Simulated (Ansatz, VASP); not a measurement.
GaSb: VASP beside Ansatz

```
CELL_PARAMETERS angstrom
0.00000 3.06657 3.06657
3.06657 0.00000 3.06657
3.06657 3.06657 0.00000
ATOMIC_POSITIONS crystal
Ga 0.00000 0.00000 0.00000
Sb 0.25000 0.25000 0.25000
```

Alike in both runs: functional r2SCAN; k mesh 10 × 10 × 10; occupations gaussian, width 0.02 eV; no spin polarisation.

Ansatz relaxed the structure, and its values are those at the end. VASP's run is a single point on that final structure, the one shown.

```csv
,VASP,Ansatz
version,VASP 6.6.1,Ansatz 0.2.0
potentials or method,"VASP PAW PBE potentials, release 64 (Ga_d, Sb)","scalar-relativistic, plane waves, PAW"
plane-wave cutoff (eV),520,500
valence electrons in the cell,18,28
```

```tsv
	VASP	Ansatz	Ansatz less VASP
gap on the k mesh at the Fermi level (eV)	0.39	0.41	+0.022
least direct gap on the mesh (eV)	0.39	0.41	+0.022
pressure (GPa)	0.1	0.0	-0.08
```

The two sets of potentials don't hold the same shells in valence.

Caveats: the PAW data sets were made with another functional, which shifts forces and pressure a little (VASP); spin-orbit coupling is left out, which moves the levels of the heavy elements.
